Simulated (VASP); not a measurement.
# TiC (Fm-3m) in VASP: density of states with PBE

Aim: the density of states of TiC with PBE.

Everything below comes from runs of VASP 6.6.1. Logs are shortened: lines on timing, memory, paths and dates and some standing lists are left out, and cuts for length are marked.

**1. Starting point**

It takes space group Fm-3m (No. 225, cubic). The conventional cell has a = 4.329 Å, b = 4.329 Å, c = 4.329 Å, α = 90.00°, β = 90.00°, γ = 90.00°. Around Ti (site symmetry m-3m) lie 6 C at 2.16 Å. C (site symmetry m-3m) has 6 Ti at 2.16 Å as nearest neighbours.

**2. Density of states, PBE**

File POSCAR:

```
TiC                                     
1.0
    0.0000000000      2.1645249290      2.1645249290
    2.1645249290      0.0000000000      2.1645249290
    2.1645249290      2.1645249290      0.0000000000
  Ti              C             
     1     1
Direct
     0.0000000000000000    0.0000000000000000    0.0000000000000000
     0.5000000000000000    0.5000000000000000    0.5000000000000000
```

File INCAR.step1:

```
PREC = Accurate
ENCUT = 520
EDIFF = 1E-7
ISMEAR = 0
SIGMA = 0.1
LREAL = F
LASPH = T
NELM = 80
ALGO = Fast
ISIF = 2
LWAVE = F
LCHARG = T
LMAXMIX = 4
GGA = PE
NBANDS = 15
```

File KPOINTS.step1:

```
regular mesh
0
Gamma
  4 4 4
```

File INCAR.step2:

```
PREC = Accurate
ENCUT = 520
EDIFF = 1E-7
ISMEAR = -5
SIGMA = 0.1
LREAL = F
LASPH = T
NELM = 80
ALGO = Fast
ISIF = 2
LWAVE = F
LCHARG = F
LMAXMIX = 4
GGA = PE
LORBIT = 11
NBANDS = 15
NEDOS = 2001
ICHARG = 11
```

File KPOINTS.step2:

```
regular mesh
0
Gamma
  6 6 6
```

Potentials or basis: VASP PAW PBE potentials, release 64 (Ti_sv, C).

On the command line:

```sh
> cat potpaw_PBE.64/Ti_sv/POTCAR potpaw_PBE.64/C/POTCAR > POTCAR
> cp INCAR.step1 INCAR
> cp KPOINTS.step1 KPOINTS
> mpirun -np 1 vasp_std > vasp.out
> cp INCAR.step2 INCAR
> cp KPOINTS.step2 KPOINTS
> mpirun -np 1 vasp_std > vasp.out
```

OUTCAR:

```text
PREC = Accurate
   ENCUT = 520
   EDIFF = 1E-7
   ISMEAR = -5
   LREAL = F
   LASPH = T
   NELM = 80
   ISIF = 2
   GGA = PE
   LORBIT = 11
   ICHARG = 11

 ion  position               nearest neighbor table
   1  0.000  0.000  0.000-   2 2.16   2 2.16   2 2.16   2 2.16   2 2.16   2 2.16
   2  0.500  0.500  0.500-   1 2.16   1 2.16   1 2.16   1 2.16   1 2.16   1 2.16

  LATTYP: Found a face centered cubic cell.
 ALAT       =     4.3290498580

  Lattice vectors:

 A1 = (   0.0000000000,   2.1645249290,   2.1645249290)
 A2 = (   2.1645249290,   0.0000000000,   2.1645249290)
 A3 = (   2.1645249290,   2.1645249290,   0.0000000000)

Analysis of symmetry for initial positions (statically):
=====================================================================
 Subroutine PRICEL returns:
 Original cell was already a primitive cell.

 Routine SETGRP: Setting up the symmetry group for a
 face centered cubic supercell.

 Subroutine GETGRP returns: Found 48 space group operations
 (whereof 48 operations were pure point group operations)
 out of a pool of 48 trial point group operations.

The static configuration has the point symmetry O_h .

Analysis of symmetry for dynamics (positions and initial velocities):
=====================================================================
 Subroutine PRICEL returns:
 Original cell was already a primitive cell.

 Routine SETGRP: Setting up the symmetry group for a
 face centered cubic supercell.

 Subroutine GETGRP returns: Found 48 space group operations
 (whereof 48 operations were pure point group operations)
 out of a pool of 48 trial point group operations.

The dynamic configuration has the point symmetry O_h .

 Subroutine INISYM returns: Found 48 space group operations
 (whereof 48 operations are pure point group operations),
 and found     1 'primitive' translations

----------------------------------------------------------------------------------------

                                     Primitive cell

  volume of cell :      20.2823

  direct lattice vectors                    reciprocal lattice vectors
     0.000000000  2.164524929  2.164524929    -0.230997571  0.230997571  0.230997571
     2.164524929  0.000000000  2.164524929     0.230997571 -0.230997571  0.230997571
     2.164524929  2.164524929  0.000000000     0.230997571  0.230997571 -0.230997571

  length of vectors
     3.061100511  3.061100511  3.061100511     0.400099529  0.400099529  0.400099529

  position of ions in fractional coordinates (direct lattice)
     0.000000000  0.000000000  0.000000000
     0.500000000  0.500000000  0.500000000

  ion indices of the primitive-cell ions
   primitive index   ion index
                 1           1
                 2           2

----------------------------------------------------------------------------------------

 KPOINTS: regular mesh

Automatic generation of k-mesh.
 Grid dimensions read from file:
 generate k-points for:    6    6    6

 Generating k-lattice:

  Cartesian coordinates                     Fractional coordinates (reciprocal lattice)
    -0.038499595  0.038499595  0.038499595     0.166666667  0.000000000  0.000000000
     0.038499595 -0.038499595  0.038499595     0.000000000  0.166666667  0.000000000
     0.038499595  0.038499595 -0.038499595     0.000000000  0.000000000  0.166666667

  Length of vectors
     0.066683255  0.066683255  0.066683255

  Shift w.r.t. Gamma in fractional coordinates (k-lattice)
     0.000000000  0.000000000  0.000000000

 TETIRR: Found     35 inequivalent tetrahedra from     1296

 Subroutine IBZKPT returns following result:
 ===========================================

 Found     16 irreducible k-points:

 Following reciprocal coordinates:
            Coordinates               Weight
  0.000000  0.000000  0.000000      1.000000
  0.166667  0.000000  0.000000      8.000000
  0.333333  0.000000  0.000000      8.000000
  0.500000  0.000000  0.000000      4.000000
  0.166667  0.166667  0.000000      6.000000
  0.333333  0.166667  0.000000     24.000000
[... 8 lines left out ...]
 -0.333333  0.333333  0.166667     24.000000
 -0.333333  0.500000  0.166667     12.000000
   k-points           NKPTS =     16   k-points in BZ     NKDIM =     16   number of bands    NBANDS=     15
   number of dos      NEDOS =   2001   number of ions     NIONS =      2
   total plane-waves  NPLWV =  13824
   dimension x,y,z NGX =    24 NGY =   24 NGZ =   24
   dimension x,y,z NGXF=    48 NGYF=   48 NGZF=   48
   ions per type =               1   1
   NGX,Y,Z   is equivalent  to a cutoff of  13.03, 13.03, 13.03 a.u.
   NGXF,Y,Z  is equivalent  to a cutoff of  26.07, 26.07, 26.07 a.u.
 SYSTEM =  unknown system
   PREC   = accura    normal or accurate (medium, high low for compatibility)
   ISTART =      0    job   : 0-new  1-cont  2-samecut
   ICHARG =     11    charge: 1-file 2-atom 10-const
   ISPIN  =      1    spin polarized calculation?
   LNONCOLLINEAR =      F non collinear calculations
   LSORBIT =      F    spin-orbit coupling
   LASPH  =      T    aspherical Exc in radial PAW
   ENCUT  =  520.0 eV  38.22 Ry    6.18 a.u.   5.69  5.69  5.69*2*pi/ulx,y,z
   NELM   =     80;   NELMIN=  2; NELMDL=  0     # of ELM steps
   EDIFF  = 0.1E-06   stopping-criterion for ELM
   LREAL  =      F    real-space projection
[... 7 lines left out ...]
   TEBEG  =    0.0;   TEEND  =   0.0 temperature during run
   PSTRESS=    0.0 pullay stress
   NELECT =      16.0000    total number of electrons
   NUPDOWN=      -1.0000    fix difference up-down
   EMIN   =  10.00;   EMAX   =-10.00  energy-range for DOS
   EFERMI =   0.00;   METHOD = LEGACY
   ISMEAR =    -5;   SIGMA  =   0.10  broadening in eV -4-tet -1-fermi 0-gaus
   EFERMI_NEDOS =   21; number of points for ismear=-14 and -15
   IALGO  =     68    algorithm
   IMIX   =      4    mixing-type and parameters
     AMIX     =   0.40;   BMIX     =  1.00
     AMIX_MAG =   1.60;   BMIX_MAG =  1.00
  volume/ion in A,a.u.               =      10.14        68.44
  Fermi-wavevector in a.u.,A,eV,Ry     =   1.512663  2.858519 31.132169  2.288150
  Thomas-Fermi vector in A             =   2.622557
   LORBIT       =     11    0 simple, 1 ext, 2 COOP (PROOUT), +10 PAW based schemes
   GGA     = PE    functional components
   LHFCALC =     F    Hartree Fock is set to
   AEXX    =    0.0000 exact exchange contribution
   IVDW    =     0    specifies the selected vdW correction
   LEPSILON=     F    determine dielectric tensor
   LRPA    =     F    only Hartree local field effects (RPA)
 non-spin polarized calculation
 RMM-DIIS sequential band-by-band and
 Fermi weights with tetrahedron method with Bloechl corrections
  energy-cutoff  :      520.00
  volume of cell :       20.28
 maximum number of plane-waves:       568

 number of electron      16.0000000 magnetization

 Free energy of the ion-electron system (eV)
  ---------------------------------------------------
  ext. energy  EPLUGINS =         0.00000000
  ---------------------------------------------------
  free energy    TOTEN  =       -18.68777002 eV

  energy without entropy =      -18.68777002  energy(sigma->0) =      -18.68777002

 E-fermi :   9.4557     XC(G=0): -12.7098

 val. band max:       10.1669140545   @ k =   0.0000   0.0000   0.0000
 cond. band min:       9.0563613929   @ k =   0.3333   0.3333   0.0000
 fundamental gap:     -1.1105526616
 Fermi energy:         9.4556903985

 k-point     1 :       0.0000    0.0000    0.0000
  band No.  band energies     occupation
      1     -47.0811      2.00000
      2     -23.1083      2.00000
      3     -23.1083      2.00000
      4     -23.1083      2.00000
      5      -3.0093      2.00000
      6      10.1669      1.64703
      7      10.1669      0.72467
      8      10.1669      0.72466
      9      11.0473      0.00000
     10      11.0473      0.00000
     11      11.0473      0.00000
     12      11.1973      0.00000
     13      11.1973      0.00000
     14      19.9014      0.00000
     15      23.4741      0.00000

 k-point     2 :       0.1667    0.0000    0.0000
  band No.  band energies     occupation
      1     -47.0628      2.00000
      2     -23.2376      2.00000
      3     -23.1205      2.00000
      4     -23.1205      2.00000
      5      -2.3996      2.00000
      6       8.1130      2.00232
      7       8.6204      2.03493
      8       8.6204      2.03493
      9      10.7607      0.00000
     10      10.7607      0.00000
     11      11.8699      0.00000
     12      13.9096      0.00000
     13      13.9096      0.00000
     14      20.6963      0.00000
     15      23.5158      0.00000

 k-point     3 :       0.3333    0.0000    0.0000
  band No.  band energies     occupation
      1     -47.0259      2.00000
      2     -23.4885      2.00000
      3     -23.1447      2.00000
      4     -23.1447      2.00000
      5      -0.8408      2.00000
      6       5.2867      2.00000
      7       7.0635      2.00000
      8       7.0635      2.00000
      9      11.7872      0.00000
     10      11.7872      0.00000
     11      12.7532      0.00000
     12      16.4557      0.00000
     13      16.4557      0.00000
     14      19.3796      0.00000
     15      24.8357      0.00000
[... 199 lines left out ...]
 k-point    15 :      -0.3333    0.3333    0.1667
  band No.  band energies     occupation
      1     -46.9891      2.00000
      2     -23.4848      2.00000
      3     -23.3504      2.00000
      4     -23.2318      2.00000
      5       0.0070      2.00000
      6       5.1974      2.00000
      7       6.3509      2.00000
      8       7.0238      2.00000
      9      12.1014      0.00000
     10      12.1387      0.00000
     11      13.1950      0.00000
     12      15.2413      0.00000
     13      15.5210      0.00000
     14      21.7040      0.00000
     15      23.4713      0.00000

 k-point    16 :      -0.3333    0.5000    0.1667
  band No.  band energies     occupation
      1     -46.9830      2.00000
      2     -23.4810      2.00000
      3     -23.3461      2.00000
      4     -23.2840      2.00000
      5      -0.3040      2.00000
      6       6.0584      2.00000
      7       6.6988      2.00000
      8       7.2272      2.00000
      9      11.2349     -0.00356
     10      12.8198      0.00000
     11      13.0145      0.00000
     12      13.9564      0.00000
     13      15.0353      0.00000
     14      23.1500      0.00000
     15      23.5289      0.00000

------------------------ aborting loop because EDIFF is reached ----------------------------------------

  FORCE on cell =-STRESS in cart. coord.  units (eV):
  Direction    XX          YY          ZZ          XY          YZ          ZX
  --------------------------------------------------------------------------------------
  -------------------------------------------------------------------------------------
  Total       -0.4976099     -0.4976099     -0.4976099      0.0000000     -0.0000000      0.0000000
  in kB      -39.3080807    -39.3080807    -39.3080807      0.0000000     -0.0000000      0.0000000
  external PRESSURE =     -39.3080807 kB  Pullay stress =       0.0000000 kB

 VOLUME and BASIS-vectors are now :
 -----------------------------------------------------------------------------
  energy-cutoff  :      520.00
  volume of cell :       20.28
      direct lattice vectors                 reciprocal lattice vectors
     0.000000000  2.164524929  2.164524929    -0.230997571  0.230997571  0.230997571
     2.164524929  0.000000000  2.164524929     0.230997571 -0.230997571  0.230997571
     2.164524929  2.164524929  0.000000000     0.230997571  0.230997571 -0.230997571

 POSITION                                       TOTAL-FORCE (eV/Angst)
 -----------------------------------------------------------------------------------
      0.00000      0.00000      0.00000         0.000000      0.000000      0.000000
      2.16452      2.16452      2.16452        -0.000000     -0.000000     -0.000000
 -----------------------------------------------------------------------------------
    total drift:                                0.000000     -0.000000     -0.000000

  FREE ENERGIE OF THE ION-ELECTRON SYSTEM (eV)
  ---------------------------------------------------
  free  energy   TOTEN  =       -18.6877700229 eV

  energy  without entropy=      -18.6877700229  energy(sigma->0) =      -18.68777002

 total charge

# of ion       s       p       d       tot
------------------------------------------
    1        2.198   6.247   1.924  10.369
    2        0.900   1.529   0.000   2.428
--------------------------------------------------
tot          3.097   7.776   1.924  12.797
```

Run time: 9.4 s. Hardware: 1 thread of Intel Xeon Platinum 8488C (Sapphire Rapids), shared host; peak memory 0.13 GiB.

What came out:

| Item | Value |
| --- | --- |
| Valence electrons inside the program's atomic spheres | Ti 10.37; C 2.43 |

States per cell in windows of 0.5 eV (zero at the Fermi level; states under -8 eV left out):
| from (eV) | total | Ti1_d | C2_p | Ti1_p | Ti1_s | C2_s | C2_d |
| --- | --- | --- | --- | --- | --- | --- | --- |
| -8.0 | 0.00 | 0.00 | 0.00 | 0.00 | 0.00 | 0.00 | 0.00 |
| -7.5 | 0.00 | 0.00 | 0.00 | 0.00 | 0.00 | 0.00 | 0.00 |
| -7.0 | 0.00 | 0.00 | 0.00 | 0.00 | 0.00 | 0.00 | 0.00 |
| -6.5 | 0.00 | 0.00 | 0.00 | 0.00 | 0.00 | 0.00 | 0.00 |
| -6.0 | 0.01 | 0.00 | 0.00 | 0.00 | 0.00 | 0.00 | 0.00 |
| -5.5 | 0.09 | 0.02 | 0.02 | 0.00 | 0.01 | 0.00 | 0.00 |
| -5.0 | 0.36 | 0.07 | 0.08 | 0.01 | 0.03 | 0.01 | 0.00 |
| -4.5 | 0.66 | 0.12 | 0.16 | 0.03 | 0.04 | 0.01 | 0.00 |
| -4.0 | 0.59 | 0.10 | 0.15 | 0.05 | 0.02 | 0.01 | 0.00 |
| -3.5 | 0.34 | 0.09 | 0.08 | 0.02 | 0.00 | 0.00 | 0.00 |
| -3.0 | 1.36 | 0.45 | 0.33 | 0.07 | 0.00 | 0.00 | 0.00 |
| -2.5 | 1.26 | 0.46 | 0.33 | 0.04 | 0.01 | 0.00 | 0.00 |
| -2.0 | 0.65 | 0.24 | 0.17 | 0.02 | 0.00 | 0.00 | 0.00 |
| -1.5 | 0.38 | 0.13 | 0.11 | 0.01 | 0.00 | 0.00 | 0.00 |
| -1.0 | 0.24 | 0.08 | 0.07 | 0.01 | 0.00 | 0.00 | 0.00 |
| -0.5 | 0.08 | 0.03 | 0.02 | 0.00 | 0.00 | 0.00 | 0.00 |
| 0.0 | 0.11 | 0.05 | 0.02 | 0.00 | 0.00 | 0.00 | 0.00 |
| 0.5 | 0.26 | 0.14 | 0.04 | 0.01 | 0.00 | 0.00 | 0.00 |
| 1.0 | 0.44 | 0.29 | 0.04 | 0.01 | 0.00 | 0.00 | 0.00 |
| 1.5 | 0.51 | 0.36 | 0.04 | 0.01 | 0.00 | 0.00 | 0.00 |
| 2.0 | 0.92 | 0.70 | 0.06 | 0.01 | 0.00 | 0.00 | 0.00 |
| 2.5 | 1.23 | 1.05 | 0.05 | 0.00 | 0.00 | 0.00 | 0.00 |
| 3.0 | 0.85 | 0.69 | 0.06 | 0.00 | 0.01 | 0.00 | 0.00 |
| 3.5 | 1.80 | 1.34 | 0.21 | 0.02 | 0.03 | 0.01 | 0.00 |
| 4.0 | 0.41 | 0.27 | 0.06 | 0.01 | 0.00 | 0.00 | 0.00 |
| 4.5 | 0.43 | 0.27 | 0.06 | 0.01 | 0.01 | 0.01 | 0.00 |
| 5.0 | 0.47 | 0.31 | 0.07 | 0.01 | 0.01 | 0.02 | 0.00 |
| 5.5 | 0.51 | 0.34 | 0.07 | 0.01 | 0.01 | 0.02 | 0.00 |
| 6.0 | 0.72 | 0.47 | 0.10 | 0.02 | 0.01 | 0.04 | 0.00 |
| 6.5 | 0.69 | 0.42 | 0.12 | 0.01 | 0.01 | 0.03 | 0.00 |
| 7.0 | 0.47 | 0.27 | 0.10 | 0.01 | 0.00 | 0.01 | 0.00 |
| 7.5 | 0.18 | 0.11 | 0.04 | 0.00 | 0.00 | 0.00 | 0.00 |

Caveat: the k mesh is coarse (spacing up to 0.63 Å⁻¹), so the values aren't converged; tetrahedron occupations give inexact forces and stress in metals.
